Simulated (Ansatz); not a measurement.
## Al2Cu: stable or not

It was reached by relaxing an invented guess, and it needn't be the stable form of this composition.

Theory: DFT PBE, scalar-relativistic, plane waves, PAW (Ansatz 0.2.0). Settings of the last relaxation (3-atom cell): 420 eV, 18×18×8 k points, Gaussian smearing of 0.10 eV, no spin polarisation.

```
CELL_PARAMETERS angstrom
2.86650 0.00000 0.00000
-1.43325 2.48246 0.00000
0.00000 0.00000 6.22702
ATOMIC_POSITIONS crystal
Al 0.33333 0.66667 0.18401
Al 0.66667 0.33333 0.81599
Cu 0.00000 0.00000 0.50000
```

The zero of energy is the elements' standard structures at the same level; no fitted shifts are applied.

Question: These tests were run: energy against the elements; phonons on a 3×3×1 q mesh. What do they show?

Answer:

```csv
test,result
energy against the elements,−0.10 eV/atom
phonons on a 3×3×1 q mesh,no imaginary mode on the mesh
```

It fails none of these tests. Whether a mixture of other phases lies lower isn't tested here.

The run for the phonons used an 18×18×8 k mesh and Fermi–Dirac smearing of 0.15 eV.
